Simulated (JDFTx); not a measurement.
Crystal: PbS (Galena).

```
Pb S
1.0
     0.00000    2.96575    2.96575
     2.96575    0.00000    2.96575
     2.96575    2.96575    0.00000
Pb S
1 1
Cartesian
  0.0000 0.0000 0.0000
  2.9657 2.9657 2.9657
```

Base run:

- Program: JDFTx 1.7.0 (patched build)
- Functional: PBEsol
- Potentials or basis: PseudoDojo-SR-PBEsol-0.4.1-standard
- Cutoff: 762 eV
- Density cutoff: 6095 eV
- k mesh: 8 × 8 × 8
- Occupations: fermi-dirac, width 0.05 eV
- Spin: no spin polarisation

Its results: band gap on the k mesh 0.26 eV, direct; pressure -0.8 GPa.

**Question.** The run is repeated on the same cell with these changes: functional from PBEsol to LDA; potentials or basis from PseudoDojo-SR-PBEsol-0.4.1-standard to PseudoDojo-SR-LDA-0.4.1-standard. What comes out?

**Answer.** Band gap on the k mesh 0.24 eV, direct; pressure -2.6 GPa.

Caveats: the empty levels aren't tightly converged; spin-orbit coupling is left out, which as a rule narrows the gap of such compounds by several tenths of an eV.

A k mesh can miss the band edges.

Not every run made on this cell is shown here.
